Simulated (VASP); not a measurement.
Here is a VASP 6.6.1 calculation.

The input INCAR:

```
  PREC = Accurate
  ENCUT = 520
  EDIFF = 1E-7
  ISMEAR = -1
  SIGMA = 0.05
  LREAL = F
  LASPH = T
  NELM = 60
  ALGO = Normal
  ISIF = 2
  LWAVE = F
  LCHARG = F
  LEFG = T
```

The input KPOINTS:

```
Automatic mesh
0
Gamma
  12 12 9
```

POSCAR

```
MgB2
1.0
    3.0850000000      0.0000000000      0.0000000000
   -1.5425000000      2.6716883707      0.0000000000
    0.0000000000      0.0000000000      3.5230000000
Mg B
1 2
Direct
    0.0000000000      0.0000000000      0.0000000000
    0.3333333333      0.6666666667      0.5000000000
    0.6666666667      0.3333333333      0.5000000000
```

Potentials or basis: VASP PAW LDA potentials, release 64 (Mg, B).

Launch:

```sh
$ cat potpaw_LDA.64/Mg/POTCAR potpaw_LDA.64/B/POTCAR > POTCAR
$ mpirun -np 1 vasp_std > vasp.out
```

(1) Predict the pressure.

(2) What does it give for the band gap on the k mesh?

Answers

(1) -8.2 GPa.

(2) none (metal or under the smearing width).
